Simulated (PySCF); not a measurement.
Functional benchmark on one molecule

Molecule: `OCc1ccccc1`, C7H8O.

Mapped SMILES: `[OH:1][CH2:2][c:3]1[cH:4][cH:5][cH:6][cH:7][cH:8]1`. Hydrogens are named by the atom that carries them.

Geometry PBE0-D3(BJ)/def2-SVP throughout; GIAO in PySCF 2.14.0 with density-fitted response routines, gas phase, one conformer, non-relativistic; equivalent atoms averaged; basis pcSseg-1.

Reference values (estimated from measurements, as parent shift plus tabulated substituent increments; solution, not stated per compound (mostly CDCl3 or CCl4); Pretsch, Buehlmann, Badertscher, Structure Determination of Organic Compounds, 4th ed. (2009)): δ(C4/C8) = 127.3 ppm, δ(C5/C7) = 128.7 ppm, δ(C6) = 127.4 ppm, δ(H(C4)/H(C8)) = 7.27 ppm, δ(H(C5)/H(C7)) = 7.27 ppm, δ(H(C6)) = 7.27 ppm. Computed shifts are taken against TMS, calculated as an isolated molecule at each level.

How do the functionals LDA, PBE, BP86, OPBE, B3LYP, PBE0, mPW1PW91, BHandHLYP, CAM-B3LYP, wB97X-D perform against the reference? Times are CPU seconds on shared hosts with different chips, so compare them loosely; the GGAs took longer than the global hybrids here, which isn't the general rule, and the cause wasn't traced.

Answers


| functional | kind | C4/C8 | C5/C7 | C6 | H(C4)/H(C8) | H(C5)/H(C7) | H(C6) | mean abs. error C | mean abs. error H | core-s |
| --- | --- | --- | --- | --- | --- | --- | --- | --- | --- | --- |
| LDA | LDA | 133.1 | 137.2 | 136.1 | 7.54 | 7.48 | 7.37 | 7.7 | 0.19 | 23 |
| PBE | GGA | 128.0 | 131.7 | 130.6 | 7.43 | 7.36 | 7.26 | 2.3 | 0.09 | 32 |
| BP86 | GGA | 128.0 | 131.6 | 130.5 | 7.43 | 7.34 | 7.25 | 2.2 | 0.08 | 29 |
| OPBE | GGA | 122.8 | 126.0 | 125.1 | 7.50 | 7.44 | 7.34 | 3.2 | 0.16 | 28 |
| B3LYP | global hybrid | 131.0 | 134.6 | 133.4 | 7.43 | 7.34 | 7.24 | 5.2 | 0.09 | 20 |
| PBE0 | global hybrid | 130.6 | 134.1 | 133.0 | 7.56 | 7.48 | 7.38 | 4.8 | 0.20 | 22 |
| mPW1PW91 | global hybrid | 130.6 | 134.1 | 133.0 | 7.54 | 7.46 | 7.36 | 4.8 | 0.18 | 19 |
| BHandHLYP | global hybrid | 133.0 | 136.6 | 135.3 | 7.53 | 7.45 | 7.34 | 7.2 | 0.17 | 19 |
| CAM-B3LYP | range-separated hybrid | 134.0 | 137.8 | 136.5 | 7.52 | 7.45 | 7.34 | 8.3 | 0.17 | 26 |
| wB97X-D | range-separated hybrid | 131.8 | 135.3 | 134.1 | 7.57 | 7.50 | 7.39 | 5.9 | 0.22 | 26 |

For ¹³C the closest is BP86 (2.2 ppm, with PBE practically level) and the furthest CAM-B3LYP (8.3 ppm).

For ¹H the closest is BP86 (0.08 ppm, with B3LYP, PBE practically level) and the furthest wB97X-D (0.22 ppm). One molecule is a small sample, and vibrational and solvent effects are absent from the calculation.
